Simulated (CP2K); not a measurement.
**Ti under changes of volume**

One of the cells (17.676 Å³/atom); the others are scaled copies at fixed shape and fractional positions:

```
Ti
1.0
     2.84230    0.00000    0.00000
    -0.94743    2.67974    0.00000
    -0.94743   -1.33987    2.32072
Ti
1
Direct
  0.00000 0.00000 0.00000
```

This isn't the form of Ti at room conditions, which is hcp.

```yaml
Program: CP2K 2026.2
Functional: LDA
Potentials_or_basis: GTH_POTENTIALS Ti GTH-PADE-q12; TZVP-MOLOPT-PBE-GTH basis
Density_cutoff: 6123 eV
k_mesh: 11 × 11 × 11
Occupations: fermi-dirac, width 0.0259 eV
Spin: no spin polarisation
```

```csv
volume (Å³/atom),energy over the lowest point (meV/atom),pressure (GPa)
16.616,0.00,-5.1
16.969,13.79,-7.2
17.323,32.09,-9.1
17.676,54.50,-10.9
18.030,80.61,-12.5
18.383,110.01,-13.9
18.737,?,?
```

Task: What does the run at 18.737 Å³/atom give?

Result: Energy over the lowest point 142.33 meV/atom; pressure -15.2 GPa.

Worked out: A Birch-Murnaghan fit of order 3 (a polynomial in V^(-2/3)) to the other rows has no minimum within the range. It gives 142.51 meV/atom at 18.737 Å³/atom, against the run's 142.33, and -dE/dV = -15.3 GPa, against -15.2.

Energies are extrapolated to zero smearing.

Caveats: the basis of atomic orbitals isn't converged, which shifts pressures, moduli and gaps.
